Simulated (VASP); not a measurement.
# AlN (P6_3mc) in VASP: a series of runs

Runs on AlN. Level: PBE+D3(BJ). Tasks: relaxation of cell and atoms, vibrations by finite differences.

All numbers are computed with VASP 6.6.1; they aren't measurements. Logs are shortened: lines on timing, memory, paths and dates and some standing lists are left out, and cuts for length are marked.

**1. The crystal as given**

Symmetry: P6_3mc, No. 186, hexagonal system. Conventional cell: a = 3.113 Å, b = 3.113 Å, c = 4.981 Å, α = 90.00°, β = 90.00°, γ = 120.00°. Al (site symmetry 3m) has 4 N at 1.89 Å as nearest neighbours. N (site symmetry 3m) has 4 Al at 1.89 Å as nearest neighbours.

**2. Relaxation of cell and atoms, PBE+D3(BJ)**

INCAR

```
PREC = Accurate ; ENCUT = 520
EDIFF = 1E-7 ; ISMEAR = 0
SIGMA = 0.02 ; LREAL = F
LASPH = T ; NELM = 60
ALGO = Fast ; ISIF = 3
LWAVE = F ; LCHARG = F
GGA = PE ; IVDW = 12
IBRION = 2 ; NSW = 80
EDIFFG = -0.002 ; KPAR = 4
```

KPOINTS

```
regular mesh
0
Gamma
  12 12 6
```

POSCAR

```
AlN
1.0
    3.1130000000      0.0000000000      0.0000000000
   -1.5565000000      2.6959370800      0.0000000000
    0.0000000000      0.0000000000      4.9810000000
Al N
2 2
Direct
    0.3333333300      0.6666666700      0.0000000000
    0.6666666700      0.3333333300      0.5000000000
    0.3333333300      0.6666666700      0.3800000000
    0.6666666700      0.3333333300      0.8800000000
```

Potentials or basis: VASP PAW PBE potentials, release 64 (Al, N).

Command:

```
> cat potpaw_PBE.64/Al/POTCAR potpaw_PBE.64/N/POTCAR > POTCAR
> mpirun -np 4 vasp_std > vasp.out
```

OUTCAR:

```text
PREC = Accurate
   ENCUT = 520
   EDIFF = 1E-7
   ISMEAR = 0
   LREAL = F
   LASPH = T
   NELM = 60
   ISIF = 3
   GGA = PE
   IVDW = 12
   IBRION = 2
   NSW = 80
   EDIFFG = -0.002
 IVDW          = 12

 ion  position               nearest neighbor table
   1  0.333  0.667  0.000-   3 1.89   4 1.89   4 1.89   4 1.89   2 3.07   2 3.07   2 3.07   2 3.07
                             2 3.07   2 3.07
   2  0.667  0.333  0.500-   4 1.89   3 1.89   3 1.89   3 1.89   1 3.07   1 3.07   1 3.07   1 3.07
                             1 3.07   1 3.07
   3  0.333  0.667  0.380-   1 1.89   2 1.89   2 1.89   2 1.89
   4  0.667  0.333  0.880-   2 1.89   1 1.89   1 1.89   1 1.89

  LATTYP: Found a hexagonal cell.
 ALAT       =     3.1130000000
 C/A-ratio  =     1.6000642467

  Lattice vectors:

 A1 = (   3.1130000000,   0.0000000000,   0.0000000000)
 A2 = (  -1.5565000000,   2.6959370800,   0.0000000000)
 A3 = (   0.0000000000,   0.0000000000,   4.9810000000)

Analysis of symmetry for initial positions (statically):
=====================================================================
 Subroutine PRICEL returns:
 Original cell was already a primitive cell.

 Routine SETGRP: Setting up the symmetry group for a
 hexagonal supercell.

 Subroutine GETGRP returns: Found 12 space group operations
 (whereof  6 operations were pure point group operations)
 out of a pool of 24 trial point group operations.

The static configuration has the point symmetry C_3v.
 The point group associated with its full space group is C_6v.

Analysis of symmetry for dynamics (positions and initial velocities):
=====================================================================
 Subroutine PRICEL returns:
 Original cell was already a primitive cell.

 Routine SETGRP: Setting up the symmetry group for a
 hexagonal supercell.

 Subroutine GETGRP returns: Found 12 space group operations
 (whereof  6 operations were pure point group operations)
 out of a pool of 24 trial point group operations.

The dynamic configuration has the point symmetry C_3v.
 The point group associated with its full space group is C_6v.

 Subroutine INISYM returns: Found 12 space group operations
 (whereof  6 operations are pure point group operations),
 and found     1 'primitive' translations

----------------------------------------------------------------------------------------

                                     Primitive cell

  volume of cell :      41.8028

  direct lattice vectors                    reciprocal lattice vectors
     3.113000000  0.000000000  0.000000000     0.321233537  0.185464269  0.000000000
    -1.556500000  2.695937080  0.000000000     0.000000000  0.370928538  0.000000000
     0.000000000  0.000000000  4.981000000     0.000000000  0.000000000  0.200762899

  length of vectors
     3.113000000  3.112999998  4.981000000     0.370928538  0.370928538  0.200762899

  position of ions in fractional coordinates (direct lattice)
     0.333333330  0.666666670  0.000000000
     0.666666670  0.333333330  0.500000000
     0.333333330  0.666666670  0.380000000
     0.666666670  0.333333330  0.880000000

  ion indices of the primitive-cell ions
   primitive index   ion index
                 1           1
                 2           2
                 3           3
                 4           4

----------------------------------------------------------------------------------------

 KPOINTS: regular mesh

Automatic generation of k-mesh.
 Grid dimensions read from file:
 generate k-points for:   12   12    6

 Generating k-lattice:

  Cartesian coordinates                     Fractional coordinates (reciprocal lattice)
     0.026769461  0.015455356  0.000000000     0.083333333 -0.000000000  0.000000000
     0.000000000  0.030910712  0.000000000     0.000000000  0.083333333  0.000000000
     0.000000000  0.000000000  0.033460483     0.000000000  0.000000000  0.166666667

  Length of vectors
     0.030910711  0.030910712  0.033460483

  Shift w.r.t. Gamma in fractional coordinates (k-lattice)
     0.000000000  0.000000000  0.000000000

 Subroutine IBZKPT returns following result:
 ===========================================

 Found     76 irreducible k-points:

 Following reciprocal coordinates:
            Coordinates               Weight
  0.000000  0.000000  0.000000      1.000000
  0.083333  0.000000  0.000000      6.000000
  0.166667  0.000000  0.000000      6.000000
  0.250000  0.000000  0.000000      6.000000
  0.333333  0.000000  0.000000      6.000000
  0.416667  0.000000  0.000000      6.000000
[... 16 lines left out ...]
  0.250000  0.000000  0.166667     12.000000
  0.333333  0.000000  0.166667     12.000000
 [... further k-points ...]
   k-points           NKPTS =     76   k-points in BZ     NKDIM =     76   number of bands    NBANDS=     12
   number of dos      NEDOS =    301   number of ions     NIONS =      4
   total plane-waves  NPLWV =  23040
   dimension x,y,z NGX =    24 NGY =   24 NGZ =   40
   dimension x,y,z NGXF=    48 NGYF=   48 NGZF=   80
   ions per type =               2   2
   NGX,Y,Z   is equivalent  to a cutoff of  12.82, 12.82, 13.35 a.u.
   NGXF,Y,Z  is equivalent  to a cutoff of  25.63, 25.63, 26.70 a.u.
 SYSTEM =  unknown system
   PREC   = accura    normal or accurate (medium, high low for compatibility)
   ISTART =      0    job   : 0-new  1-cont  2-samecut
   ICHARG =      2    charge: 1-file 2-atom 10-const
   ISPIN  =      1    spin polarized calculation?
   LNONCOLLINEAR =      F non collinear calculations
   LSORBIT =      F    spin-orbit coupling
   LASPH  =      T    aspherical Exc in radial PAW
   ENCUT  =  520.0 eV  38.22 Ry    6.18 a.u.   5.79  5.79  9.26*2*pi/ulx,y,z
   NELM   =     60;   NELMIN=  2; NELMDL= -5     # of ELM steps
   EDIFF  = 0.1E-06   stopping-criterion for ELM
   LREAL  =      F    real-space projection
   EDIFFG = -.2E-02   stopping-criterion for IOM
   NSW    =     80    number of steps for IOM
   IBRION =      2    ionic relax: 0-MD 1-quasi-New 2-CG
   NFREE  =      1    steps in history (QN), initial steepest desc. (CG)
   ISIF   =      3    stress and relaxation
   ISYM   =      2    0-nonsym 1-usesym 2-fastsym
   POTIM  = 0.5000    time-step for ionic-motion
   TEBEG  =    0.0;   TEEND  =   0.0 temperature during run
   PSTRESS=    0.0 pullay stress
   NELECT =      16.0000    total number of electrons
   NUPDOWN=      -1.0000    fix difference up-down
   EMIN   =  10.00;   EMAX   =-10.00  energy-range for DOS
   EFERMI =   0.00;   METHOD = LEGACY
   ISMEAR =     0;   SIGMA  =   0.02  broadening in eV -4-tet -1-fermi 0-gaus
   EFERMI_NEDOS =   21; number of points for ismear=-14 and -15
   IALGO  =     68    algorithm
   IMIX   =      4    mixing-type and parameters
     AMIX     =   0.40;   BMIX     =  1.00
     AMIX_MAG =   1.60;   BMIX_MAG =  1.00
  volume/ion in A,a.u.               =      10.45        70.52
  Fermi-wavevector in a.u.,A,eV,Ry     =   1.188629  2.246183 19.222843  1.412839
  Thomas-Fermi vector in A             =   2.324754
   LORBIT       =      0    0 simple, 1 ext, 2 COOP (PROOUT), +10 PAW based schemes
   GGA     = PE    functional components
   LHFCALC =     F    Hartree Fock is set to
   AEXX    =    0.0000 exact exchange contribution
   IVDW    =    12    specifies the selected vdW correction
   LEPSILON=     F    determine dielectric tensor
   LRPA    =     F    only Hartree local field effects (RPA)
 conjugate gradient relaxation of ions
 non-spin polarized calculation
 RMM-DIIS sequential band-by-band and
 Gauss-broadening in eV      SIGMA  =   0.02
  energy-cutoff  :      520.00
  volume of cell :       41.80
 maximum number of plane-waves:      1152
 NGX is ok and might be reduce to    24
   NGX = 11   NGY = 11   NGZ = 19

--------------------------------------- Ionic step        1  -------------------------------------------

 number of electron      15.9999997 magnetization

 Free energy of the ion-electron system (eV)
  ---------------------------------------------------
  ext. energy  EPLUGINS =         0.00000000
  ---------------------------------------------------
  free energy    TOTEN  =       -29.77128297 eV

  energy without entropy =      -29.77128297  energy(sigma->0) =      -29.77128297

------------------------ aborting loop because EDIFF is reached ----------------------------------------

 Edisp (eV)   -1.07330

 E8    (eV) :    -0.4192

  FORCE on cell =-STRESS in cart. coord.  units (eV):
  Direction    XX          YY          ZZ          XY          YZ          ZX
  --------------------------------------------------------------------------------------
  -------------------------------------------------------------------------------------
  Total      -0.35258    -0.35258     0.09105     0.00000     0.00000     0.00000
  in kB     -13.51345   -13.51345     3.48986     0.00000     0.00000     0.00000
  external pressure =       -7.85 kB  Pullay stress =        0.00 kB
[... 233 lines left out ...]
  energy  without entropy=      -30.8463177550  energy(sigma->0) =      -30.84631776

--------------------------------------- Ionic step        7  -------------------------------------------

 number of electron      15.9999996 magnetization

 Free energy of the ion-electron system (eV)
  ---------------------------------------------------
  ext. energy  EPLUGINS =         0.00000000
  ---------------------------------------------------
  free energy    TOTEN  =       -29.76837776 eV

  energy without entropy =      -29.76837776  energy(sigma->0) =      -29.76837776

 E-fermi :   6.3098     XC(G=0): -10.9252

 val. band max:        6.1895145729   @ k =   0.0000   0.0000   0.0000
 cond. band min:      10.4236815429   @ k =   0.0000   0.0000   0.0000
 fundamental gap:      4.2341669700
 Fermi energy:         6.3098325482

 k-point     1 :       0.0000    0.0000    0.0000
  band No.  band energies     occupation
      1      -9.0222      2.00000
      2      -6.8655      2.00000
      3       0.1786      2.00000
      4       5.3186      2.00000
      5       5.3186      2.00000
      6       5.9696      2.00000
      7       5.9696      2.00000
      8       6.1895      2.00000
      9      10.4237      0.00000
     10      12.8761      0.00000
     11      16.8291      0.00000
     12      17.3612      0.00000
[... 331 lines left out ...]
 k-point    24 :       0.3333    0.0000    0.1667
  band No.  band energies     occupation
      1      -7.6929      2.00000
      2      -6.4552      2.00000
      3       1.2660      2.00000
      4       2.2377      2.00000
      5       2.8431      2.00000
      6       4.4089      2.00000
      7       5.3951      2.00000
      8       5.5260      2.00000
      9      12.0588      0.00000
     10      12.8624      0.00000
     11      14.7054      0.00000
     12      16.3912      0.00000

 [... further k-points ...]

------------------------ aborting loop because EDIFF is reached ----------------------------------------

 Edisp (eV)   -1.07795

 E8    (eV) :    -0.4210

  FORCE on cell =-STRESS in cart. coord.  units (eV):
  Direction    XX          YY          ZZ          XY          YZ          ZX
  --------------------------------------------------------------------------------------
  -------------------------------------------------------------------------------------
  Total      -0.00034    -0.00034     0.00592     0.00000     0.00000     0.00000
  in kB      -0.01323    -0.01323     0.22768     0.00000     0.00000     0.00000
  external pressure =        0.07 kB  Pullay stress =        0.00 kB
[... 19 lines left out ...]
  FREE ENERGIE OF THE ION-ELECTRON SYSTEM (eV)
  ---------------------------------------------------
  free  energy   TOTEN  =       -30.8463249202 eV

  energy  without entropy=      -30.8463249202  energy(sigma->0) =      -30.84632492

 reached required accuracy - stopping structural energy minimisation
```

Run time: 23 s. Hardware: 4 MPI ranks of Intel Xeon Platinum 8488C (Sapphire Rapids), shared host; peak memory 0.18 GiB.

What came out:

* Free energy: -30.8463 eV
* Relaxed volume: 10.41 Å³/atom
* Relaxed cell: a = 3.108 Å, b = 3.108 Å, c = 4.977 Å, α = 90.00°, β = 90.00°, γ = 120.00°
* Space group after relaxing (to 0.05 Å): P6_3mc (No. 186)
* Energy gained by relaxing: 0.4 meV/atom
* Ionic steps: 7
* Pressure after relaxing: 0.0 GPa
* Band gap on the k mesh: 4.23 eV, direct
* Dispersion energy per atom: -0.269 eV

Step by step:
| step | energy change (eV) | largest force (eV/Å) | pressure (GPa) | volume (Å³) |
| --- | --- | --- | --- | --- |
| 1 | 0.0000 | 0.1281 | -0.78 | 41.80 |
| 2 | -0.0002 | 0.0928 | 0.72 | 41.49 |
| 3 | -0.0016 | 0.0120 | -0.03 | 41.64 |
| 4 | -0.0017 | 0.0084 | 0.04 | 41.62 |
| 5 | -0.0017 | 0.0056 | 0.10 | 41.61 |
| 6 | -0.0017 | 0.0049 | -0.08 | 41.65 |
| 7 | -0.0017 | 0.0002 | 0.01 | 41.63 |

Final structure:
```xyz
4
Lattice="3.1079 0.0000 0.0000 -1.5539 2.6915 0.0000 0.0000 0.0000 4.9766" Properties=species:S:1:pos:R:3 pbc="T T T"
Al    0.0000    1.7943    4.9720
Al    1.5539    0.8972    2.4837
N     0.0000    1.7943    1.8958
N     1.5539    0.8972    4.3841
```

**3. Relaxation of cell and atoms, PBE+D3(BJ)**

This run uses another cell than the first one, of 10.41 Å³/atom, 0.996 times its volume.

INCAR is that of step 2.

KPOINTS is that of step 2.

POSCAR

```
AlN                                     
1.0
    3.1078609487      0.0000000000      0.0000000000
   -1.5539304743      2.6914865310     -0.0000000000
    0.0000000000      0.0000000000      4.9766184022
  Al              N             
     2     2
Direct
     0.3333333300000021    0.6666666699999979    0.9990677977923900
     0.6666666699999979    0.3333333300000021    0.4990677977923899
     0.3333333300000021    0.6666666699999979    0.3809322022076127
     0.6666666699999979    0.3333333300000021    0.8809322022076126
```

Potentials or basis: VASP PAW PBE potentials, release 64 (Al, N).

Command:

```
> cat potpaw_PBE.64/Al/POTCAR potpaw_PBE.64/N/POTCAR > POTCAR
> mpirun -np 4 vasp_std > vasp.out
```

Wall time 8.6 s (4 MPI ranks of Intel Xeon Platinum 8488C (Sapphire Rapids), shared host); peak memory 0.17 GiB.

It converged, with:

```
Free energy                            : -30.8462 eV
Relaxed volume                         : 10.41 Å³/atom
Relaxed cell                           : a = 3.108 Å, b = 3.108 Å, c = 4.977 Å, α = 90.00°, β = 90.00°, γ = 120.00°
Space group after relaxing (to 0.05 Å) : P6_3mc (No. 186)
Energy gained by relaxing              : 0.0 meV/atom
Ionic steps                            : 2
Pressure after relaxing                : 0.0 GPa
Band gap on the k mesh                 : 4.23 eV, direct
Dispersion energy per atom             : -0.269 eV
```

Final structure:
```yaml
crystal:
  lattice:
    - [3.10798, 0.00000, 0.00000]
    - [-1.55399, 2.69159, 0.00000]
    - [0.00000, 0.00000, 4.97719]
  atoms:
    - { symbol: Al, position: [0.33333, 0.66667, 0.99907] }
    - { symbol: Al, position: [0.66667, 0.33333, 0.49907] }
    - { symbol: N, position: [0.33333, 0.66667, 0.38093] }
    - { symbol: N, position: [0.66667, 0.33333, 0.88093] }
```

Levels at points of the mesh, in eV from the valence-band top:
| k point | band 5 | band 6 | band 7 | band 8 | band 9 | band 10 | band 11 | band 12 |
| --- | --- | --- | --- | --- | --- | --- | --- | --- |
| (0.00, 0.00, 0.00) | -0.87 | -0.22 | -0.22 | 0.00 | 4.23 | 6.69 | 10.64 | 11.17 |
| (0.50, 0.00, 0.00) | -3.35 | -2.10 | -1.78 | -0.70 | 5.81 | 5.82 | 8.21 | 10.30 |
| (0.00, 0.00, 0.50) | -0.55 | -0.55 | -0.55 | -0.55 | 6.49 | 6.49 | 10.34 | 10.34 |
| (0.50, 0.00, 0.50) | -1.47 | -1.47 | -1.37 | -1.37 | 5.32 | 5.32 | 9.27 | 9.27 |

**4. Vibrations by finite differences, PBE+D3(BJ)**

This run uses another cell than the first one, of 10.41 Å³/atom, 0.996 times its volume.

INCAR

```
PREC = Accurate
ENCUT = 520
EDIFF = 1E-8
ISMEAR = 0
SIGMA = 0.02
LREAL = False
LASPH = True
NELM = 60
ALGO = Fast
ISIF = 2
LWAVE = False
LCHARG = False
GGA = PE
IVDW = 12
NBANDS = 16
IBRION = 6
NFREE = 2
POTIM = 0.015
NSW = 1
KPAR = 4
```

KPOINTS

```
Automatic mesh
0
Gamma
  12 12 6
```

POSCAR

```
AlN                                     
1.0
    3.1079788316      0.0000000000     -0.0000000000
   -1.5539894158      2.6915886206      0.0000000000
   -0.0000000000     -0.0000000000      4.9771936413
  Al              N             
     2     2
Direct
     0.3333333300000021    0.6666666699999979    0.9990653339944821
     0.6666666699999979    0.3333333300000021    0.4990653339944821
     0.3333333300000021    0.6666666699999979    0.3809346660055205
     0.6666666699999979    0.3333333300000021    0.8809346660055205
```

Potentials or basis: VASP PAW PBE potentials, release 64 (Al, N).

Command:

```
> cat potpaw_PBE.64/Al/POTCAR potpaw_PBE.64/N/POTCAR > POTCAR
> mpirun -np 4 vasp_std > vasp.out
```

OUTCAR:

```text
PREC = Accurate
   ENCUT = 520
   EDIFF = 1E-8
   ISMEAR = 0
   LREAL = False
   LASPH = True
   NELM = 60
   ISIF = 2
   GGA = PE
   IVDW = 12
   IBRION = 6
   NFREE = 2
   POTIM = 0.015
   NSW = 1
 IVDW          = 12

 ion  position               nearest neighbor table
   1  0.333  0.667  0.999-   4 1.89   4 1.89   4 1.89   3 1.90   2 3.07   2 3.07   2 3.07   2 3.07
[... 1059 lines left out ...]

 INTERNAL STRAIN TENSOR FOR ION    4 for displacements in x,y,z  (eV/Angst):
          X           Y           Z          XY          YZ          ZX
  --------------------------------------------------------------------------------
  x     0.00000     0.00000     0.00000    10.88582     0.00000     5.47599
  y    10.88582   -10.88582     0.00000    -0.00000     5.47599     0.00000
  z     5.68116     5.68116   -12.57901     0.00000     0.00000     0.00000

 Eigenvectors and eigenvalues of the dynamical matrix
 ----------------------------------------------------

   1 f  =   21.708766 THz   136.400199 2PiTHz  724.126484 cm-1    89.780201 meV
             X         Y         Z           dx          dy          dz
     -0.000000  1.794392  4.972542     0.000000   -0.000000    0.017966
      1.553989  0.897196  2.483945     0.000000   -0.000000   -0.017966
     -0.000000  1.794392  1.895986    -0.000000    0.000000   -0.706879
      1.553989  0.897196  4.384582    -0.000000    0.000000    0.706879
[... 71 lines left out ...]
  12 f/i=    0.001625 THz     0.010213 2PiTHz    0.054218 cm-1     0.006722 meV
             X         Y         Z           dx          dy          dz
     -0.000000  1.794392  4.972542    -0.000000    0.000000   -0.573707
      1.553989  0.897196  2.483945    -0.000000    0.000000   -0.573707
     -0.000000  1.794392  1.895986    -0.000000    0.000000   -0.413353
      1.553989  0.897196  4.384582    -0.000000    0.000000   -0.413353

 ELASTIC MODULI CONTR FROM IONIC RELAXATION (kBar)
 Direction    XX          YY          ZZ          XY          YZ          ZX
 --------------------------------------------------------------------------------
 XX        -753.4261    364.0282    431.0863      0.0000     -0.0000      0.0000
 YY         364.0282   -753.4261    431.0863     -0.0000      0.0000     -0.0000
 ZZ         431.0863    431.0863   -954.4752      0.0000      0.0000      0.0000
 XY           0.0000     -0.0000      0.0000   -558.7271     -0.0000     -0.0000
 YZ          -0.0000      0.0000      0.0000     -0.0000   -151.2482     -0.0000
 ZX           0.0000     -0.0000      0.0000     -0.0000     -0.0000   -151.2482
 --------------------------------------------------------------------------------
```

It took 1.8 min on 4 MPI ranks of Intel Xeon Platinum 8488C (Sapphire Rapids), shared host; peak memory 0.49 GiB.

Results:

```yaml
Highest_phonon_frequency_at_Γ_LO-TO_splitting_left_out: 724 cm⁻¹
Dispersion_energy_per_atom: -0.269 eV
```

Phonon frequencies in cm⁻¹ (negative: imaginary):
| q point | frequencies |
| --- | --- |
| (0.000, 0.000, 0.000) | 0 0 0 237 237 547 614 661 661 671 671 724 |
